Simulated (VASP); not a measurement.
# ZnS: NMR shieldings and orbital susceptibility, by potentials

ZnS, F-43m (no. 216), 2 atoms in the cell.

| Potentials | Shielding of the first element (ppm) | Shielding of the second element (ppm) | Orbital susceptibility (1e-6 cm³ per mole of cells) | Time (s) |
|---|---|---|---|---|
| Zn, S | 1250.1 | 577.8 | -57.6 | 159 |
| Zn_GW, S_GW | 1226.7 | 573.5 | -57.2 | 244 |
| Zn, S_h | 1249.0 | 575.7 | -55.5 | 110 |

Limits: The pGv and vGv forms of the susceptibility differ by more than 5 %, and the shieldings take over part of that uncertainty through the G = 0 term.

## Input of the first row

INCAR:
```
ALGO = Normal
EDIFF = 1E-8
ENCUT = 600
GGA = PE
ISMEAR = 0
KPAR = 2
LASPH = T
LCHARG = F
LCHIMAG = T
LNMR_SYM_RED = T
LREAL = F
LWAVE = F
NELM = 120
NLSPLINE = T
PREC = Accurate
SIGMA = 0.01
```

KPOINTS:
```
k-points
0
Gamma
  7 7 7
```

POSCAR:
```
ZnS
1.0
    0.0000000000      2.7020000000      2.7020000000
    2.7020000000      0.0000000000      2.7020000000
    2.7020000000      2.7020000000      0.0000000000
Zn S
1 1
Direct
    0.7500000000      0.7500000000      0.7500000000
    0.0000000000      0.0000000000      0.0000000000
```

Commands:
```
cat potpaw_PBE.64/Zn/POTCAR potpaw_PBE.64/S/POTCAR > POTCAR
mpirun -np 2 vasp_std > vasp.out
```

Changes of the last row against the first:
```
- cat potpaw_PBE.64/Zn/POTCAR potpaw_PBE.64/S/POTCAR > POTCAR
+ cat potpaw_PBE.64/Zn/POTCAR potpaw_PBE.64/S_h/POTCAR > POTCAR
```

VASP 6.6.1 took 159 s on 2 cores (Intel Xeon Platinum 8259CL @ 2.50GHz (Skylake/Cascade Lake)), a shared host.
